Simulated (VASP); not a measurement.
Here is a VASP 6.6.1 calculation.

INCAR

```
SYSTEM = EuO
PREC = Accurate ; ENCUT = 520
EDIFF = 1E-7 ; ISMEAR = 0
SIGMA = 0.1 ; LREAL = .FALSE.
LASPH = .TRUE. ; NELM = 150
ALGO = Normal ; ISIF = 2
LWAVE = .FALSE. ; LCHARG = .FALSE.
ISPIN = 2 ; MAGMOM = 7.45 0
LORBIT = 11 ; LMAXMIX = 6
GGA = PE ; NBANDS = 22
```

KPOINTS

```
Automatic mesh
0
G
  14 14 14
  0 0 0
```

POSCAR

```
EuO
1.0
    0.0000000000      2.5320197653      2.5320197653
    2.5320197653      0.0000000000      2.5320197653
    2.5320197653      2.5320197653      0.0000000000
Eu O
1 1
Direct
    0.0000000000      0.0000000000      0.0000000000
    0.5000000000      0.5000000000      0.5000000000
```

Potentials or basis: VASP PAW PBE potentials, release 64 (Eu, O).

Run with:

```console
$ cat potpaw_PBE.64/Eu/POTCAR potpaw_PBE.64/O/POTCAR > POTCAR
$ mpirun -np 1 vasp_std > vasp.out
```

Question: What does it give for the net moment?

Answer: 6.94 μB per cell.

Question: Estimate the site moments.

Answer: Eu +6.57; O -0.10 μB.

Question: What does it give for the pressure?

Answer: -0.5 GPa.

Caveat: spin-orbit coupling is left out, which moves the levels of the heavy elements; a cell with one magnetic atom can't hold antiferromagnetic order, which such compounds often take; semilocal functionals describe open f shells poorly, which spoils levels, moments and volumes. The state reached can hang on the start; a lower one may exist.

**Measured values to compare with.**

From a printed reference work, monograph, for a bulk crystal of EuO at 300 K: band gap 1.115 eV (optical).

Against the measured gap of EuO, 1.115 eV (optical; 300 K; a printed reference work, monograph), the calculated 0.00 eV is off by -1.11 eV. So large a miss can be the level of theory's own, or it may mean another phase, state or a wrong row. Spin-orbit coupling on Eu is left out. The value is that of PBE on a finite k mesh, which can miss the band edges, without temperature or zero-point motion. Semilocal functionals fall short of measured gaps as a rule. The run's magnetic order (collinear spin, ferromagnetic start) needn't be the measured crystal's.
